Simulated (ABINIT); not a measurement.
Crystal: Nb.

```
Nb
1.0
    -1.66395    1.66395    1.66395
     1.66395   -1.66395    1.66395
     1.66395    1.66395   -1.66395
Nb
1
Direct
  0.00000 0.00000 0.00000
```

Base run:

```yaml
Program: ABINIT 10.8.3 (patched build)
Functional: PBEsol
Potentials_or_basis: PseudoDojo NC SR PBEsol v0.4 stringent
Cutoff: 1116 eV
k_mesh: 11 × 11 × 11
Occupations: fermi-dirac, width 0.05 eV
Spin: no spin polarisation
```

Its results: band gap on the k mesh none (metal or under the smearing width); pressure -7.7 GPa.

**Question.** The run is repeated on the same cell with these changes: functional from PBEsol to BLYP; potentials or basis from PseudoDojo NC SR PBEsol v0.4 stringent to JTH PAW PBE v2.0; cutoff from 1116 eV to 435 eV. What comes out?

**Answer.** Band gap on the k mesh none (metal or under the smearing width); pressure 3.6 GPa.

Caveats: the PAW data sets were made with another functional, which shifts forces and pressure a little (some runs).
